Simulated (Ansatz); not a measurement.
# What a trial cell of Se relaxes into

Theory: DFT PBE, scalar-relativistic, plane waves, PAW (Ansatz). Cutoff 420 eV, Γ-centred k mesh, Gaussian smearing, no spin polarisation in the final step.

Se was placed on the alpha-boron structure type (R-3m, No. 166), at a guessed volume.

```yaml
crystal:
  lattice:
    - [3.84908, 2.22226, 6.56422]
    - [-3.84908, 2.22226, 6.56422]
    - [0.00000, -4.44453, 6.56422]
  atoms:
    - { symbol: Se, position: [0.01019, 0.65361, 0.01019] }
    - { symbol: Se, position: [0.01019, 0.01019, 0.65361] }
    - { symbol: Se, position: [0.65361, 0.01019, 0.01019] }
    - { symbol: Se, position: [0.98981, 0.34639, 0.98981] }
    - { symbol: Se, position: [0.34639, 0.98981, 0.98981] }
    - { symbol: Se, position: [0.98981, 0.98981, 0.34639] }
    - { symbol: Se, position: [0.22118, 0.63060, 0.22118] }
    - { symbol: Se, position: [0.22118, 0.22118, 0.63060] }
    - { symbol: Se, position: [0.63060, 0.22118, 0.22118] }
    - { symbol: Se, position: [0.77882, 0.36940, 0.77882] }
    - { symbol: Se, position: [0.36940, 0.77882, 0.77882] }
    - { symbol: Se, position: [0.77882, 0.77882, 0.36940] }
```

Steps on the 3×3×3 mesh (12 atoms). 10 of 10 steps are shown, and the free energy counts from the last. Trial steps that were taken back and renewals of the plane-wave basis can be among the rows.

| step | ΔF (meV/atom) | V (Å³/atom) | P (GPa) | largest force component (eV/Å) |
| --- | --- | --- | --- | --- |
| 1 | 508.5 | 28.07 | 3.31 | 1.587 |
| 2 | 225.6 | 28.76 | -0.22 | 1.168 |
| 3 | 141.4 | 28.17 | 5.81 | 2.355 |
| 4 | 69.9 | 29.92 | -0.17 | 0.547 |
| 5 | 38.2 | 29.44 | -0.10 | 0.364 |
| 6 | 13.5 | 28.77 | -0.22 | 0.521 |
| 7 | 19.3 | 29.90 | -0.01 | 0.501 |
| 8 | 3.0 | 28.99 | -0.50 | 0.086 |
| 9 | 0.0 | 28.21 | 0.03 | 0.017 |
| 10 | 0.0 | 28.21 | 0.03 | 0.017 |

Steps on the 6×6×6 mesh (12 atoms). 9 of 13 steps are shown, and the free energy counts from the last.

| step | ΔF (meV/atom) | V (Å³/atom) | P (GPa) | largest force component (eV/Å) |
| --- | --- | --- | --- | --- |
| 1 | 4.6 | 28.21 | -0.03 | 0.086 |
| 2 | 3.4 | 28.69 | -0.11 | 0.118 |
| 3 | 1.6 | 28.29 | 0.01 | 0.075 |
| 4 | 1.4 | 27.34 | -0.05 | 0.131 |
| 5 | 5.8 | 26.55 | -0.37 | 0.362 |
| 6 | 1.4 | 27.02 | -0.27 | 0.175 |
| 8 | 0.5 | 27.64 | 0.07 | 0.127 |
| 9 | 0.0 | 27.50 | -0.06 | 0.030 |
| 13 | 0.0 | 27.39 | 0.00 | 0.002 |

A final relaxation ran on a 6×6×6 mesh. The relaxed crystal, R-3m (No. 166):

Space group R-3m:H (No. 166). a = 7.758 Å, b = 7.758 Å, c = 18.919 Å, α = 90.00°, β = 90.00°, γ = 120.00°
```csv
atom,site,symmetry,x,y,z
Se,18h,.m,0.1731,0.8269,0.8940
Se,18h,.m,0.2239,0.7761,0.0691
```

- Volume per atom: 27.4 Å³
- Density: 4.8 g/cm³
- Energy over the standard structure: 0.24 eV/atom
- Gap on the 6×6×6 mesh: 0 eV (a metal)

Energies count from the standard state of Se at the same level.

The final run used a 6×6×6 mesh on its 12-atom cell and 0.10 eV smearing. For metals, differences of a few meV/atom aren't resolved. Weakly bound directions are ill-defined at this level, which has no dispersion term.

A structure relaxed within its symmetry needn't be a true minimum.